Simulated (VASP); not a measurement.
Input of a VASP 6.6.1 run:

The input INCAR:

```
SYSTEM = Ag
PREC = Accurate
ENCUT = 600
EDIFF = 1E-7
ISMEAR = 1
SIGMA = 0.1
LREAL = .False.
LASPH = .True.
NELM = 80
ALGO = Normal
ISIF = 3
LWAVE = .False.
LCHARG = .False.
IBRION = 2
NSW = 90
EDIFFG = -0.005
```

Contents of KPOINTS:

```
regular mesh
0
Gamma
  18 18 18
  0 0 0
```

POSCAR

```
Ag                                      
1.0
    0.0000000000      2.0020128830      2.0020128830
    2.0020128830      0.0000000000      2.0020128830
    2.0020128830      2.0020128830      0.0000000000
  Ag            
     1
Direct
     0.0000000000000000    0.0000000000000000    0.0000000000000000
```

Potentials or basis: VASP PAW LDA potentials, release 64 (Ag).

Run with:

```bash
$ cat potpaw_LDA.64/Ag/POTCAR > POTCAR
$ mpirun -np 1 vasp_std > vasp.out
```

(1) Predict the relaxed cell.

(2) Predict the space group after relaxing (to 0.05 Å).

(3) Predict the relaxed volume.

Answers

(1) a = 2.831 Å, b = 2.831 Å, c = 2.831 Å, α = 60.00°, β = 60.00°, γ = 60.00°.

(2) Fm-3m (No. 225).

(3) 16.04 Å³/atom.
